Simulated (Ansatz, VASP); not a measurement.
# One calculation of Au, two programs

```
CELL_PARAMETERS angstrom
0.05952 2.03278 2.02390
2.06284 0.03015 2.05328
2.07413 2.07344 0.01886
ATOMIC_POSITIONS crystal
Au 0.99810 0.99583 0.01853
```

Change from the starting cell: cell strained at random at fixed volume.

Alike in both runs: task single point; functional PBE; k mesh 11 × 11 × 11; occupations fermi-dirac, width 0.05 eV; no spin polarisation.

|  | VASP | Ansatz |
| --- | --- | --- |
| version | VASP 6.6.1 | Ansatz 0.2.0 |
| potentials or method | VASP PAW PBE potentials, release 64 (Au) | Ansatz PAW |
| plane-wave cutoff (eV) | 520 | 420 |
| valence electrons in the cell | 11 | 19 |

|  | VASP | Ansatz | Ansatz less VASP |
| --- | --- | --- | --- |
| gap on the k mesh at the Fermi level (eV) | none | none | - |
| pressure (GPa) | 10.7 | 11.0 | +0.32 |
| largest component of the traceless stress (GPa) | 2.19 | 2.20 | +0.014 |

A gap of «none» marks a metal or a gap that the smearing closes. The two sets of potentials don't hold the same shells in valence.

Spin-orbit coupling is left out, which matters for the levels of Au.
